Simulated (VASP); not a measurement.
# Re (P2_1/m) in VASP: electric field gradients with PBE

Aim: the electric field gradients of Re with PBE.

Program: VASP 6.6.1. These are calculated values, not measurements. Logs are shortened: lines on timing, memory, paths and dates and some standing lists are left out, and cuts for length are marked.

## 1. The cell of the first run

The structure is monoclinic, space group P2_1/m (No. 11). The conventional cell has a = 2.603 Å, b = 4.162 Å, c = 2.603 Å, α = 90.00°, β = 120.00°, γ = 90.00°. Re (site symmetry m) has 12 Re at 2.52 to 2.60 Å as nearest neighbours.

## 2. Electric field gradients, PBE (atom 2 (Re) moved by [0.056569, 0.056569, 0.0] A, PAW files)

The input, INCAR:

```
PREC = Accurate ; ENCUT = 520
EDIFF = 1E-8 ; ISMEAR = -1
SIGMA = 0.05 ; LREAL = F
LASPH = T ; NELM = 100
ALGO = Fast ; ISIF = 2
LWAVE = F ; LCHARG = F
GGA = PE ; LEFG = T
NBANDS = 14
```

The input, KPOINTS:

```
Automatic mesh
0
Gamma
  14 14 8
```

The input, POSCAR:

```
Re
1.0
    2.6029010724      0.0000000000      0.0000000000
   -1.3014505362      2.2541784522      0.0000000000
    0.0000000000      0.0000000000      4.1620000000
Re
2
Direct
    0.3333333333      0.6666666667      0.2500000000
    0.7009473116      0.3584285071      0.7500000000
```

Potentials or basis: VASP PAW PBE potentials, release 64 (Re).

Launch:

```bash
$ cat potpaw_PBE.64/Re/POTCAR > POTCAR
$ mpirun -np 1 vasp_std > vasp.out
```

OUTCAR:

```text
PREC = Accurate
   ENCUT = 520
   EDIFF = 1E-8
   ISMEAR = -1
   LREAL = F
   LASPH = T
   NELM = 100
   ISIF = 2
   GGA = PE

 ion  position               nearest neighbor table
   1  0.333  0.667  0.250-   2 2.52   2 2.52   2 2.58   2 2.58   2 2.60   2 2.60
   2  0.701  0.358  0.750-   1 2.52   1 2.52   1 2.58   1 2.58   1 2.60   1 2.60

  LATTYP: Found a hexagonal cell.
 ALAT       =     2.6029010724
 C/A-ratio  =     1.5989850879

  Lattice vectors:

 A1 = (   2.6029010724,   0.0000000000,   0.0000000000)
 A2 = (  -1.3014505362,   2.2541784522,   0.0000000000)
 A3 = (   0.0000000000,   0.0000000000,   4.1620000000)

Analysis of symmetry for initial positions (statically):
=====================================================================
 Subroutine PRICEL returns:
 Original cell was already a primitive cell.

 Routine SETGRP: Setting up the symmetry group for a
 hexagonal supercell.

 Subroutine GETGRP returns: Found  4 space group operations
 (whereof  1 operations were pure point group operations)
 out of a pool of 24 trial point group operations.

The static configuration has the point symmetry C_1 .
 The point group associated with its full space group is C_2h.

Analysis of symmetry for dynamics (positions and initial velocities):
=====================================================================
 Subroutine PRICEL returns:
 Original cell was already a primitive cell.

 Routine SETGRP: Setting up the symmetry group for a
 hexagonal supercell.

 Subroutine GETGRP returns: Found  4 space group operations
 (whereof  1 operations were pure point group operations)
 out of a pool of 24 trial point group operations.

The dynamic configuration has the point symmetry C_1 .
 The point group associated with its full space group is C_2h.

 Subroutine INISYM returns: Found  4 space group operations
 (whereof  1 operations are pure point group operations),
 and found     1 'primitive' translations

----------------------------------------------------------------------------------------

                                     Primitive cell

  volume of cell :      24.4201

  direct lattice vectors                    reciprocal lattice vectors
     2.602901072  0.000000000  0.000000000     0.384186710  0.221810301  0.000000000
[... 138 lines left out ...]
 cond. band min:      10.3854600355   @ k =   0.0000   0.1429   0.1250
 fundamental gap:      0.0095730733
 Fermi energy:        10.3837369695

 k-point     1 :       0.0000    0.0000    0.0000
  band No.  band energies     occupation
      1      -0.7564      2.00000
      2       2.2515      2.00000
      3       8.0984      2.00000
      4       8.2812      2.00000
      5       8.2858      2.00000
      6       9.2235      2.00000
      7       9.5624      2.00000
      8      10.0854      1.99489
      9      10.8147      0.00036
     10      11.7526      0.00000
     11      14.1325      0.00000
     12      15.1390      0.00000
     13      23.1157      0.00000
     14      24.6241      0.00000
[... 377 lines left out ...]
      1       0.0027      2.00000
      2       2.9168      2.00000
      3       7.0883      2.00000
      4       8.6700      2.00000
      5       8.7384      2.00000
      6       8.9126      2.00000
      7       9.3325      2.00000
      8       9.8741      1.99993
      9      10.1852      1.96295
     10      10.5723      0.04500
     11      15.5028      0.00000
     12      17.0848      0.00000
     13      23.2892      0.00000
     14      26.3950      0.00000

 [... further k-points ...]

------------------------ aborting loop because EDIFF is reached ----------------------------------------

  FORCE on cell =-STRESS in cart. coord.  units (eV):
  Direction    XX          YY          ZZ          XY          YZ          ZX
  --------------------------------------------------------------------------------------
  -------------------------------------------------------------------------------------
  Total       17.9922245     16.8477927     18.7393256      0.5012825      0.0000000      0.0000000
  in kB     1180.4494986   1105.3646206   1229.4659555     32.8885807      0.0000000      0.0000000
  external PRESSURE =    1171.7600249 kB  Pullay stress =       0.0000000 kB

 VOLUME and BASIS-vectors are now :
 -----------------------------------------------------------------------------
  energy-cutoff  :      520.00
  volume of cell :       24.42
      direct lattice vectors                 reciprocal lattice vectors
     2.602901072  0.000000000  0.000000000     0.384186710  0.221810301  0.000000000
    -1.301450536  2.254178452  0.000000000     0.000000000  0.443620601  0.000000000
     0.000000000  0.000000000  4.162000000     0.000000000  0.000000000  0.240269101

 POSITION                                       TOTAL-FORCE (eV/Angst)
 -----------------------------------------------------------------------------------
     -0.00000      1.50279      1.04050         0.480092      0.427163      0.000000
      1.35802      0.80796      3.12150        -0.480092     -0.427163      0.000000
 -----------------------------------------------------------------------------------
    total drift:                               -0.000001      0.000001      0.000000

  FREE ENERGIE OF THE ION-ELECTRON SYSTEM (eV)
  ---------------------------------------------------
  free  energy   TOTEN  =       -23.1662395185 eV

  energy  without entropy=      -23.1555701921  energy(sigma->0) =      -23.16090486

 Electric field gradients (V/A^2)
---------------------------------------------------------------------
 ion       V_xx      V_yy      V_zz      V_xy      V_xz      V_yz
---------------------------------------------------------------------
   1      10.399    93.255  -103.653   -37.653     0.000     0.000
   2      10.399    93.254  -103.653   -37.654     0.000    -0.000
---------------------------------------------------------------------

 Electric field gradients after diagonalization (V/A^2)
 (convention: |V_zz| > |V_xx| > |V_yy|)
----------------------------------------------------------------------
 ion       V_xx      V_yy      V_zz     asymmetry (V_yy - V_xx)/ V_zz
----------------------------------------------------------------------
   1    -103.653    -4.156   107.809       0.923
   2    -103.653    -4.156   107.809       0.923
----------------------------------------------------------------------

           NMR quadrupolar parameters

 Cq : quadrupolar parameter    Cq=e*Q*V_zz/h
 eta: asymmetry parameters     (V_yy - V_xx)/ V_zz
 Q  : nuclear electric quadrupole moment in mb (millibarn)
----------------------------------------------------------------------
 ion       Cq(MHz)       eta       Q (mb)
----------------------------------------------------------------------
   1       0.261       0.923       1.000
   2       0.261       0.923       1.000
----------------------------------------------------------------------
```

OSZICAR:

```text
N       E                     dE             d eps       ncg     rms          rms(c)
DAV:   1     0.234605278777E+02    0.23461E+02   -0.70370E+03 27984   0.132E+03
DAV:   2    -0.233841234758E+02   -0.46845E+02   -0.41806E+02 22990   0.311E+02
DAV:   3    -0.242894206329E+02   -0.90530E+00   -0.89178E+00 21034   0.411E+01
[... 13 lines left out ...]
RMM:  17    -0.231662395044E+02    0.18025E-06   -0.27019E-08 12679   0.375E-03    0.682E-04
RMM:  18    -0.231662394631E+02    0.41338E-07    0.71202E-10 11959   0.498E-03    0.539E-03
RMM:  19    -0.231662395074E+02   -0.44326E-07   -0.45611E-09 11694   0.807E-03    0.183E-03
RMM:  20    -0.231662394817E+02    0.25690E-07   -0.19807E-08 12449   0.723E-03    0.143E-03
RMM:  21    -0.231662395087E+02   -0.26986E-07   -0.55502E-09 10384   0.357E-03    0.437E-04
RMM:  22    -0.231662395185E+02   -0.98366E-08    0.43531E-10  9724   0.387E-03
   1 F= -.23166240E+02 E0= -.23160905E+02  d E =-.106693E-01
```

Run time: 1.7 min. Hardware: 1 thread of Intel Xeon 6975P-C (Granite Rapids), shared host; peak memory 0.27 GiB.

What came out:

```yaml
Free_energy: -23.1662 eV
Pressure: 117.2 GPa
Largest_force: 0.643 eV/Å
Band_gap_on_the_k_mesh: none (metal or under the smearing width)
```

Forces in eV/Å, atoms in the order of the input:
```
Re   0.480  0.427  0.000
Re  -0.480 -0.427  0.000
```

Electric field gradients, principal values (V/Å²):
```
atom     Vxx       Vyy      Vzz
1 Re  -4.156  -103.653  107.809
2 Re  -4.156  -103.653  107.809
```

Caveat: a pressure of tens of GPa on the cell as given is suspect, and the run, the potentials or the cell itself is likely at fault. Spin-orbit coupling is left out, which matters for the levels of Re.
